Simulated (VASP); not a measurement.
# W (Im-3m) in VASP: further runs

One crystal, W, is run at these levels: PBE; tasks: single point.

Program: VASP 6.6.1. These are calculated values, not measurements. Logs are shortened: lines on timing, memory, paths and dates and some standing lists are left out, and cuts for length are marked.

## 1. The crystal as given

The structure is cubic, space group Im-3m (No. 229). Conventional cell: a = 3.165 Å, b = 3.165 Å, c = 3.165 Å, α = 90.00°, β = 90.00°, γ = 90.00°. W (site symmetry m-3m) is surrounded by 8 W at 2.74 Å.

## 2. Single point, PBE

Input file INCAR:

```
SYSTEM = W
ALGO = Fast
EDIFF = 1E-7
ENCUT = 520
GGA = PE
ISIF = 2
ISMEAR = 0
LASPH = .True.
LCHARG = .False.
LREAL = .False.
LWAVE = .False.
NBANDS = 13
NELM = 100
PREC = Accurate
SIGMA = 0.1
```

Input file KPOINTS:

```
k-points
0
Gamma
  16 16 16
  0 0 0
```

Input file POSCAR:

```
W
1.0
   -1.5823450000      1.5823450000      1.5823450000
    1.5823450000     -1.5823450000      1.5823450000
    1.5823450000      1.5823450000     -1.5823450000
W
1
Direct
    0.0000000000      0.0000000000      0.0000000000
```

Potentials or basis: VASP PAW PBE potentials, release 64 (W_sv).

Started as:

```console
$ cat potpaw_PBE.64/W_sv/POTCAR > POTCAR
$ mpirun -np 1 vasp_std > vasp.out
```

OUTCAR:

```text
SYSTEM = W
   EDIFF = 1E-7
   ENCUT = 520
   GGA = PE
   ISIF = 2
   ISMEAR = 0
   LASPH = .True.
   LREAL = .False.
   NELM = 100
   PREC = Accurate

 ion  position               nearest neighbor table
   1  0.000  0.000  0.000-

  LATTYP: Found a body centered cubic cell.
 ALAT       =     3.1646900000

  Lattice vectors:

 A1 = (  -1.5823450000,   1.5823450000,   1.5823450000)
 A2 = (   1.5823450000,  -1.5823450000,   1.5823450000)
 A3 = (   1.5823450000,   1.5823450000,  -1.5823450000)

Analysis of symmetry for initial positions (statically):
=====================================================================
 Subroutine PRICEL returns:
 Original cell was already a primitive cell.

 Routine SETGRP: Setting up the symmetry group for a
 body centered cubic supercell.

 Subroutine GETGRP returns: Found 48 space group operations
 (whereof 48 operations were pure point group operations)
 out of a pool of 48 trial point group operations.

The static configuration has the point symmetry O_h .

Analysis of symmetry for dynamics (positions and initial velocities):
=====================================================================
 Subroutine PRICEL returns:
 Original cell was already a primitive cell.

 Routine SETGRP: Setting up the symmetry group for a
 body centered cubic supercell.

 Subroutine GETGRP returns: Found 48 space group operations
 (whereof 48 operations were pure point group operations)
 out of a pool of 48 trial point group operations.

The dynamic configuration has the point symmetry O_h .

 Subroutine INISYM returns: Found 48 space group operations
 (whereof 48 operations are pure point group operations),
 and found     1 'primitive' translations

----------------------------------------------------------------------------------------

                                     Primitive cell

  volume of cell :      15.8476

  direct lattice vectors                    reciprocal lattice vectors
    -1.582345000  1.582345000  1.582345000     0.000000000  0.315986716  0.315986716
     1.582345000 -1.582345000  1.582345000     0.315986716  0.000000000  0.315986716
     1.582345000  1.582345000 -1.582345000     0.315986716  0.315986716  0.000000000

  length of vectors
     2.740701935  2.740701935  2.740701935     0.446872699  0.446872699  0.446872699

  position of ions in fractional coordinates (direct lattice)
     0.000000000  0.000000000  0.000000000

  ion indices of the primitive-cell ions
[... 83 lines left out ...]
   TEBEG  =    0.0;   TEEND  =   0.0 temperature during run
   PSTRESS=    0.0 pullay stress
   NELECT =      14.0000    total number of electrons
   NUPDOWN=      -1.0000    fix difference up-down
   EMIN   =  10.00;   EMAX   =-10.00  energy-range for DOS
   EFERMI =   0.00;   METHOD = LEGACY
   ISMEAR =     0;   SIGMA  =   0.10  broadening in eV -4-tet -1-fermi 0-gaus
   EFERMI_NEDOS =   21; number of points for ismear=-14 and -15
   IALGO  =     68    algorithm
   IMIX   =      4    mixing-type and parameters
     AMIX     =   0.40;   BMIX     =  1.00
     AMIX_MAG =   1.60;   BMIX_MAG =  1.00
  volume/ion in A,a.u.               =      15.85       106.94
  Fermi-wavevector in a.u.,A,eV,Ry     =   1.570832  2.968442 33.572544  2.467512
  Thomas-Fermi vector in A             =   2.672506
   LORBIT       =      0    0 simple, 1 ext, 2 COOP (PROOUT), +10 PAW based schemes
   GGA     = PE    functional components
   LHFCALC =     F    Hartree Fock is set to
   AEXX    =    0.0000 exact exchange contribution
   IVDW    =     0    specifies the selected vdW correction
   LEPSILON=     F    determine dielectric tensor
   LRPA    =     F    only Hartree local field effects (RPA)
 non-spin polarized calculation
 RMM-DIIS sequential band-by-band and
 Gauss-broadening in eV      SIGMA  =   0.10
  energy-cutoff  :      520.00
  volume of cell :       15.85
 maximum number of plane-waves:       438
   NGX = 11   NGY = 11   NGZ = 11

 number of electron      14.0000004 magnetization

 Free energy of the ion-electron system (eV)
  ---------------------------------------------------
  ext. energy  EPLUGINS =         0.00000000
  ---------------------------------------------------
  free energy    TOTEN  =       -12.95268124 eV

  energy without entropy =      -12.94956978  energy(sigma->0) =      -12.95112551

 E-fermi :  11.4903     XC(G=0): -13.6415

 val. band max:       11.4875367932   @ k =  -0.3125   0.3125   0.1875
 cond. band min:      11.5152209306   @ k =  -0.2500   0.2500   0.1250
 fundamental gap:      0.0276841374
 Fermi energy:        11.4903380624

 k-point     1 :       0.0000    0.0000    0.0000
  band No.  band energies     occupation
      1     -62.7307      2.00000
      2     -26.2927      2.00000
      3     -26.2927      2.00000
      4     -26.2927      2.00000
      5       1.8083      2.00000
      6      10.2202      2.00000
      7      10.2202      2.00000
      8      10.2202      2.00000
      9      13.7119      0.00000
     10      13.7119      0.00000
     11      25.9644      0.00000
     12      25.9644      0.00000
     13      25.9644      0.00000
[... 354 lines left out ...]
  band No.  band energies     occupation
      1     -62.6118      2.00000
      2     -27.3072      2.00000
      3     -26.7148      2.00000
      4     -26.4042      2.00000
      5       6.0973      2.00000
      6       8.3145      2.00000
      7       9.1274      2.00000
      8      13.0217      0.00000
      9      14.5650      0.00000
     10      16.7616      0.00000
     11      23.9230      0.00000
     12      26.7006      0.00000
     13      28.6054      0.00000

 [... further k-points ...]

------------------------ aborting loop because EDIFF is reached ----------------------------------------

  FORCE on cell =-STRESS in cart. coord.  units (eV):
  Direction    XX          YY          ZZ          XY          YZ          ZX
  --------------------------------------------------------------------------------------
  -------------------------------------------------------------------------------------
  Total        0.5846211      0.5846211      0.5846211      0.0000000      0.0000000      0.0000000
  in kB       59.1046364     59.1046364     59.1046364      0.0000000      0.0000000      0.0000000
  external PRESSURE =      59.1046364 kB  Pullay stress =       0.0000000 kB

 VOLUME and BASIS-vectors are now :
 -----------------------------------------------------------------------------
  energy-cutoff  :      520.00
  volume of cell :       15.85
      direct lattice vectors                 reciprocal lattice vectors
    -1.582345000  1.582345000  1.582345000     0.000000000  0.315986716  0.315986716
     1.582345000 -1.582345000  1.582345000     0.315986716  0.000000000  0.315986716
     1.582345000  1.582345000 -1.582345000     0.315986716  0.315986716  0.000000000

 POSITION                                       TOTAL-FORCE (eV/Angst)
 -----------------------------------------------------------------------------------
      0.00000      0.00000      0.00000         0.000000      0.000000      0.000000
 -----------------------------------------------------------------------------------
    total drift:                               -0.000000     -0.000000      0.000000

  FREE ENERGIE OF THE ION-ELECTRON SYSTEM (eV)
  ---------------------------------------------------
  free  energy   TOTEN  =       -12.9526812448 eV

  energy  without entropy=      -12.9495697797  energy(sigma->0) =      -12.95112551
```

OSZICAR:

```text
N       E                     dE             d eps       ncg     rms          rms(c)
DAV:   1     0.860427072839E+02    0.86043E+02   -0.75520E+03  3786   0.122E+03
DAV:   2    -0.118647930572E+02   -0.97908E+02   -0.93899E+02  4260   0.319E+02
DAV:   3    -0.135663212890E+02   -0.17015E+01   -0.16966E+01  4110   0.403E+01
DAV:   4    -0.135732877584E+02   -0.69665E-02   -0.69664E-02  4145   0.285E+00
DAV:   5    -0.135733440525E+02   -0.56294E-04   -0.56295E-04  4210   0.243E-01    0.209E+01
RMM:   6    -0.130837545645E+02    0.48959E+00   -0.38868E-01  4069   0.586E+00    0.878E+00
RMM:   7    -0.129554934496E+02    0.12826E+00   -0.29491E-01  4084   0.511E+00    0.889E-01
RMM:   8    -0.129529752258E+02    0.25182E-02   -0.12041E-02  4606   0.121E+00    0.271E-01
RMM:   9    -0.129527025276E+02    0.27270E-03   -0.16031E-03  4404   0.490E-01    0.330E-02
RMM:  10    -0.129526898043E+02    0.12723E-04   -0.24253E-04  4573   0.190E-01    0.213E-02
RMM:  11    -0.129526808238E+02    0.89805E-05   -0.24771E-05  4761   0.638E-02    0.411E-03
RMM:  12    -0.129526813096E+02   -0.48577E-06   -0.42571E-06  4776   0.275E-02    0.602E-03
RMM:  13    -0.129526811646E+02    0.14506E-06   -0.10866E-06  4522   0.135E-02    0.227E-04
RMM:  14    -0.129526812448E+02   -0.80278E-07   -0.28227E-07  3475   0.665E-03
   1 F= -.12952681E+02 E0= -.12951126E+02  d E =-.311147E-02
```

stdout:

```text
POSCAR found type information on POSCAR W
 POSCAR found :  1 types and       1 ions
 scaLAPACK will be used
 LDA part: xc-table for (Slater+PW92), standard interpolation
 POSCAR, INCAR and KPOINTS ok, starting setup
 FFT: planning ... GRIDC
 FFT: planning ... GRID_SOFT
 FFT: planning ... GRID
 WAVECAR not read
 entering main loop
WARNING in EDDRMM: call to ZHEGV failed, returncode =   8  4     12
WARNING in EDDRMM: call to ZHEGV failed, returncode =   8  4     12
```

It took 35 s on 1 thread of AMD EPYC 7R43 (Zen 3), shared host; peak memory 0.11 GiB.

Results:

| Item | Value |
| --- | --- |
| Free energy | -12.9527 eV |
| Pressure | 5.9 GPa |
| Band gap on the k mesh | none (metal or under the smearing width) |

## 3. Single point, PBE

INCAR is that of step 2.

Input file KPOINTS:

```
k-points
0
Gamma
  20 20 20
  0 0 0
```

POSCAR is that of step 2.

Potentials or basis: VASP PAW PBE potentials, release 64 (W_sv).

Started as:

```console
$ cat potpaw_PBE.64/W_sv/POTCAR > POTCAR
$ mpirun -np 1 vasp_std > vasp.out
```

OUTCAR:

```text
SYSTEM = W
   EDIFF = 1E-7
   ENCUT = 520
   GGA = PE
   ISIF = 2
   ISMEAR = 0
   LASPH = .True.
   LREAL = .False.
   NELM = 100
   PREC = Accurate

 ion  position               nearest neighbor table
   1  0.000  0.000  0.000-

  LATTYP: Found a body centered cubic cell.
 ALAT       =     3.1646900000

  Lattice vectors:

 A1 = (  -1.5823450000,   1.5823450000,   1.5823450000)
 A2 = (   1.5823450000,  -1.5823450000,   1.5823450000)
 A3 = (   1.5823450000,   1.5823450000,  -1.5823450000)

Analysis of symmetry for initial positions (statically):
=====================================================================
 Subroutine PRICEL returns:
 Original cell was already a primitive cell.

 Routine SETGRP: Setting up the symmetry group for a
 body centered cubic supercell.

 Subroutine GETGRP returns: Found 48 space group operations
 (whereof 48 operations were pure point group operations)
 out of a pool of 48 trial point group operations.

The static configuration has the point symmetry O_h .

Analysis of symmetry for dynamics (positions and initial velocities):
[... 167 lines left out ...]
  band No.  band energies     occupation
      1     -62.7416      2.00000
      2     -26.3025      2.00000
      3     -26.3025      2.00000
      4     -26.3025      2.00000
      5       1.8088      2.00000
      6      10.2151      2.00000
      7      10.2151      2.00000
      8      10.2151      2.00000
      9      13.7076      0.00000
     10      13.7076      0.00000
     11      25.9656      0.00000
     12      25.9656      0.00000
     13      25.9656      0.00000
[... 354 lines left out ...]
  band No.  band energies     occupation
      1     -62.6485      2.00000
      2     -27.1815      2.00000
      3     -26.5940      2.00000
      4     -26.3525      2.00000
      5       5.1243      2.00000
      6       8.5818      2.00000
      7       9.3121      2.00000
      8      12.9631      0.00000
      9      14.3192      0.00000
     10      14.6244      0.00000
     11      25.4330      0.00000
     12      26.9388      0.00000
     13      31.1468      0.00000

 [... further k-points ...]

------------------------ aborting loop because EDIFF is reached ----------------------------------------

  FORCE on cell =-STRESS in cart. coord.  units (eV):
  Direction    XX          YY          ZZ          XY          YZ          ZX
  --------------------------------------------------------------------------------------
  -------------------------------------------------------------------------------------
  Total        0.6149538      0.6149538      0.6149538     -0.0000000      0.0000000     -0.0000000
  in kB       62.1712380     62.1712380     62.1712380     -0.0000000      0.0000000     -0.0000000
  external PRESSURE =      62.1712380 kB  Pullay stress =       0.0000000 kB

 VOLUME and BASIS-vectors are now :
 -----------------------------------------------------------------------------
  energy-cutoff  :      520.00
  volume of cell :       15.85
      direct lattice vectors                 reciprocal lattice vectors
    -1.582345000  1.582345000  1.582345000     0.000000000  0.315986716  0.315986716
     1.582345000 -1.582345000  1.582345000     0.315986716  0.000000000  0.315986716
     1.582345000  1.582345000 -1.582345000     0.315986716  0.315986716  0.000000000

 POSITION                                       TOTAL-FORCE (eV/Angst)
 -----------------------------------------------------------------------------------
      0.00000      0.00000      0.00000        -0.000000      0.000000     -0.000000
 -----------------------------------------------------------------------------------
    total drift:                                0.000000     -0.000000      0.000000

  FREE ENERGIE OF THE ION-ELECTRON SYSTEM (eV)
  ---------------------------------------------------
  free  energy   TOTEN  =       -12.9534097596 eV

  energy  without entropy=      -12.9519260598  energy(sigma->0) =      -12.95266791
```

OSZICAR:

```text
N       E                     dE             d eps       ncg     rms          rms(c)
DAV:   1     0.842074823131E+02    0.84207E+02   -0.74031E+03  6664   0.122E+03
DAV:   2    -0.119040043773E+02   -0.96111E+02   -0.92186E+02  7526   0.315E+02
DAV:   3    -0.135646536748E+02   -0.16606E+01   -0.16550E+01  7206   0.400E+01
DAV:   4    -0.135712406044E+02   -0.65869E-02   -0.65868E-02  7446   0.279E+00
DAV:   5    -0.135712939774E+02   -0.53373E-04   -0.53372E-04  7336   0.239E-01    0.209E+01
RMM:   6    -0.130843979841E+02    0.48690E+00   -0.38680E-01  7188   0.585E+00    0.878E+00
RMM:   7    -0.129563571835E+02    0.12804E+00   -0.28740E-01  7222   0.505E+00    0.846E-01
RMM:   8    -0.129535496407E+02    0.28075E-02   -0.11370E-02  8266   0.119E+00    0.247E-01
RMM:   9    -0.129534189395E+02    0.13070E-03   -0.17792E-03  8019   0.509E-01    0.285E-02
RMM:  10    -0.129534222061E+02   -0.32666E-05   -0.25413E-04  8312   0.188E-01    0.238E-02
RMM:  11    -0.129534087034E+02    0.13503E-04   -0.51956E-05  8330   0.848E-02    0.761E-03
RMM:  12    -0.129534097145E+02   -0.10111E-05   -0.86620E-06  8527   0.378E-02    0.210E-03
RMM:  13    -0.129534098040E+02   -0.89503E-07   -0.12738E-06  7411   0.143E-02    0.153E-03
RMM:  14    -0.129534097596E+02    0.44367E-07   -0.41142E-07  6315   0.724E-03
   1 F= -.12953410E+02 E0= -.12952668E+02  d E =-.148370E-02
```

Wall time 58 s (1 thread of AMD EPYC 7R43 (Zen 3), shared host); peak memory 0.12 GiB.

What came out:

- Free energy: -12.9534 eV
- Pressure: 6.2 GPa
- Band gap on the k mesh: none (metal or under the smearing width)

Levels at points of the mesh, in eV from the Fermi level:
```csv
k point,band 4,band 5,band 6,band 7,band 8,band 9,band 10,band 11
"(0.00, 0.00, 0.00)",-37.80,-9.69,-1.28,-1.28,-1.28,2.21,2.21,14.47
"(0.50, 0.00, 0.00)",-37.81,-6.33,-3.62,0.63,2.10,3.08,6.10,11.03
"(0.50, 0.50, 0.50)",-38.70,-5.89,-5.89,5.11,5.11,5.11,8.20,8.20
```

Spin-orbit coupling is left out, which matters for the levels of W.

## 4. Single point, PBE

INCAR is that of step 3.

Input file KPOINTS:

```
k-points
0
Gamma
  24 24 24
  0 0 0
```

POSCAR is that of step 3.

Started as:

```console
$ cat potpaw_PBE.64/W_sv/POTCAR > POTCAR
$ mpirun -np 1 vasp_std > vasp.out
```

It took 1.7 min on 1 thread of AMD EPYC 7R43 (Zen 3), shared host; peak memory 0.15 GiB.

The run converged. Its results:

- Free energy: -12.9510 eV
- Pressure: 6.2 GPa
- Band gap on the k mesh: none (metal or under the smearing width)

Levels at points of the mesh, in eV from the Fermi level:
| k point | band 5 | band 6 | band 7 | band 8 | band 9 | band 10 |
| --- | --- | --- | --- | --- | --- | --- |
| (0.00, 0.00, 0.00) | -9.68 | -1.27 | -1.27 | -1.27 | 2.22 | 2.22 |
| (0.50, 0.00, 0.00) | -6.32 | -3.61 | 0.64 | 2.11 | 3.09 | 6.11 |
| (0.50, 0.50, 0.50) | -5.88 | -5.88 | 5.13 | 5.13 | 5.13 | 8.21 |

Spin-orbit coupling is left out, which matters for the levels of W.

## 5. Single point, PBE

Edit INCAR of step 4 so:

```diff
@@ -3,3 +3,3 @@
 EDIFF = 1E-7
-ENCUT = 520
+ENCUT = 200
 GGA = PE
```

Input file KPOINTS:

```
k-points
0
Gamma
  14 14 14
  0 0 0
```

POSCAR is that of step 4.

Started as:

```console
$ cat potpaw_PBE.64/W_sv/POTCAR > POTCAR
$ mpirun -np 1 vasp_std > vasp.out
```

Run time: 9.7 s. Hardware: 1 thread of AMD EPYC 7R43 (Zen 3), shared host; peak memory 0.08 GiB.

The run converged, but a check on its numbers failed (symmetry, net force, bounds or a known fault of this set-up), so they aren't taken as properties of the crystal.

Caveat: the cutoff lies under the usual one of these potentials, so the numbers hold a large basis-set error.

## 6. The runs side by side

```tsv
k mesh	gap on the mesh (eV)	pressure (GPa)
16 × 16 × 16	none	5.9
20 × 20 × 20	none	6.2
24 × 24 × 24	none	6.2
```

Alike in all rows: task single point; level PBE; potentials or basis VASP PAW PBE potentials, release 64 (W_sv); no spin polarisation; cell as given; cutoff (eV) 520; smearing gaussian 0.1 eV.

Every run on the cell as given and a fine mesh finds a metal.

Absolute energies hang on the potentials; compare differences alone.
